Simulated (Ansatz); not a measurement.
**TiAl: further runs on the relaxed cell**

One table from this session's results is given with a row withheld; the runs are named, their logs left out.

Computed with Ansatz 0.2.0 (DFT r2SCAN, scalar-relativistic, plane waves, PAW, unless a step's input says otherwise).

1 further run of the same task is left out (set aside as unsound or not needed).

## The structure to begin with

Symmetry: P4/mmm, No. 123, tetragonal system. Conventional cell: a = 2.811 Å, b = 2.811 Å, c = 4.065 Å, α = 90.00°, β = 90.00°, γ = 90.00°. Ti (site symmetry 4/mmm) has 4 Ti at 2.81 Å and 8 Al at 2.84 Å as nearest neighbours. Al (site symmetry 4/mmm) is surrounded by 4 Al at 2.81 Å and 8 Ti at 2.84 Å.

Structure file:

```
CELL_PARAMETERS angstrom
2.81056 0.00000 0.00000
0.00000 2.81056 0.00000
0.00000 0.00000 4.06500
ATOMIC_POSITIONS crystal
Ti 0.00000 0.00000 0.00000
Al 0.50000 0.50000 0.50000
```

This cell was relaxed beforehand with the same method: volume 16.06 Å³/atom, gap on the mesh none (metal).

The first run:

input.yaml

```yaml
crystal:
  lattice:
    - [2.8105621013, 0.0, 0.0]
    - [0.0, 2.8105621013, 0.0]
    - [0.0, 0.0, 4.0650007527]
  atoms:
    - { symbol: Ti, position: [0.0, 0.0, 0.0] }
    - { symbol: Al, position: [0.5, 0.5, 0.5] }
basis:
  ecutwfc: 500
kpoints:
  mp_grid: { grid: [14, 14, 10] }
  band_path:
    path:
      - [[0.0, 0.0, 0.0], [0.0, 0.5, 0.0], [0.5, 0.5, 0.0], [0.0, 0.0, 0.0], [0.0, 0.0, 0.5], [0.0, 0.5, 0.5], [0.5, 0.5, 0.5], [0.0, 0.0, 0.5]]
      - [[0.0, 0.5, 0.0], [0.0, 0.5, 0.5]]
      - [[0.5, 0.5, 0.0], [0.5, 0.5, 0.5]]
    npoints: 14
hamiltonian:
  xc: r2scan
scf:
  occupations: { method: gaussian, width: 0.1 }
  n_extra_bands: 6
output:
  forces: true
  stress: true
  eigenvalues: true
  populations: true
  dos: { projected: true, de: 0.02, nscf_kmesh: { grid: [21, 21, 15] } }
  bader: true
  write_density: true
  write_potential: true
  elf: true
  volumetric_format: npy
```

The run is started by

```bash
> ansatz run input.yaml --threads 1 --pin off --max-ram 2560MiB --backend cpu --events-out ev --progress --plain --runs-dir out
```

Steps of the session up to this table: Static run: bands, density of states and charges; Back to the database's cell; Point at V/V0 = 0.97; Volume × 1.03; The cell scaled to 0.94 of its volume; Volume × 1.06; Point at V/V0 = 0.91; The cell scaled to 1.10 of its volume; Point at V/V0 = 0.88.

One table of the session follows, with a row left open; its other results are not shown here.

It belongs to the step «Energy against volume». 

```
volume (Å³/atom)  energy above the lowest point (meV/atom)  pressure (GPa)
          14.129                                     106.8           19.75
          14.610                                      56.8           13.68
          15.092                                      23.9            8.44
          15.574                                       5.6            3.91
          16.055                                       0.0            0.00
          16.537                                       5.3           -3.38
          17.019                                         ?               ?
          17.661                                      52.2           -9.57
```

Q: Estimate the row for volume (Å³/atom) = 17.019 from the others.

Worked estimate for «energy above the lowest point (meV/atom)». A straight line through the neighbours (16.537, 5.3) and (17.661, 52.2) gives 5.3 + (52.2 − 5.3) × (17.019 − 16.537) / (17.661 − 16.537) = 25.4; a parabola fitted to 3 rows on both sides gives 19.5.

The run gave: energy above the lowest point (meV/atom): 20.1; pressure (GPa): -6.29. In «energy above the lowest point (meV/atom)» the line misses by +5.3 and the parabola by -0.6.
